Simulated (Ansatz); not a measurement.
**A strain series on SnS2 (CdI2 type): epitaxial in the xy plane**

SnS2 built on the CdI2 prototype, relaxed with r2SCAN+rVV10 in the plane-wave code Ansatz, then strained (epitaxial in the xy plane; changes of length per length, axes as in the cell below) with the atoms relaxed again within the symmetry that is left. It is trigonal, P-3m1 (No. 164); a = 3.661 Å, c = 5.962 Å in the conventional setting, 23.06 Å³ an atom. Around Sn lie 6 S at 2.57 Å; around S lie 3 Sn at 2.57 Å. No spin polarisation and no zero-point or thermal motion.

```yaml
crystal:
  lattice:
    - [3.66075, 0.00000, 0.00000]
    - [-1.83038, 3.17031, 0.00000]
    - [0.00000, 0.00000, 5.96178]
  atoms:
    - { symbol: Sn, position: [0.00000, 0.00000, 0.00000] }
    - { symbol: S, position: [0.33333, 0.66667, 0.24559] }
    - { symbol: S, position: [0.66667, 0.33333, 0.75441] }
```

Gaps are the least over each mesh (PBE 12×12×4, r2SCAN 12×12×4, HSE06 6×6×4 when unstrained) and the special points, which keep their unstrained names.

```
strain (%)  free normal strain (%)  gap, PBE (eV)  gap, r2SCAN (eV)  gap, HSE06 (eV)                            edges, HSE06
      -4.0                   +2.84          1.350             1.687            2.183    (0, 0.117, -0.180) → (0, 0.477, 3/8)
      -3.0                   +2.23          1.407             1.741            2.237  (0, 0.130, -0.161) → (0, 0.474, 0.362)
      -2.0                   +1.56          1.454             1.787            2.282   (0.141, 0, 0.148) → (0, 0.471, 0.349)
      -1.0                   +0.84          1.494             1.823            2.318  (0, 0.154, -0.135) → (0, 0.466, 0.336)
       0.0                    0.00          1.432             1.750            2.315          Γ–K (0.23) → (0, 0.464, 0.323)
     +0.35                   -0.17          1.402             1.715            2.289        Γ–K (0.16) → (0, -0.461, -0.320)
      +1.0                   -0.78          1.323             1.629            2.210                   Γ → (0, 0.458, 0.312)
      +1.5                   -1.23          1.262             1.564            2.145                   Γ → (0, 0.456, 0.307)
      +4.0                   -3.59          0.914                 –            1.786                                       Γ
      +5.0                   -4.62          0.667             1.024            1.511                                       Γ
```

Between zero and the nearest strains the slope of the HSE06 gap against strain is -0.002 eV per percent for negative and -0.075 for positive strain.

The runs are scalar-relativistic, without spin-orbit coupling.

Where an edge lies off the special points, it is a point of the mesh or the k point where a search put PBE's edge or least direct gap, reused for the other functionals, whose own edges may lie a little apart.

Coordinates of k points refer to the reciprocal vectors of the primitive cell of the runs.

The meshes of the hybrids are coarse, so their gaps aren't converged to the digits shown.
